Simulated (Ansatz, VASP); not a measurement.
**One calculation of K, two programs**

```
K
1.0
    10.07961    0.00000    0.00000
     0.00000   10.07961    0.00000
     0.00000    0.00000    4.32460
K
1
Direct
  0.00000 0.00000 0.00000
```

This isn't the form of K at room conditions, which is bcc.

Alike in both runs: task single point; functional r2SCAN; dispersion D4; k mesh 2 × 2 × 3; occupations gaussian, width 0.3 eV; no spin polarisation.

|  | VASP | Ansatz |
| --- | --- | --- |
| version | VASP 6.6.1 | Ansatz 0.2.0 |
| potentials or method | VASP PAW PBE potentials, release 64 (K_sv) | plane waves, PAW |
| plane-wave cutoff (eV) | 520 | 630 |
| valence electrons in the cell | 9 | 9 |

|  | VASP | Ansatz | Ansatz less VASP |
| --- | --- | --- | --- |
| gap on the k mesh at the Fermi level (eV) | none | none | - |
| dispersion energy (meV/atom) | -2.7 | -2.7 | -0.02 |

A gap of «none» marks a metal or a gap that the smearing closes. Ansatz warned: «xc_potential_rough_in_thin_density».

Caveats: the k mesh is coarse (spacing up to 0.48 Å⁻¹), so the values aren't converged.
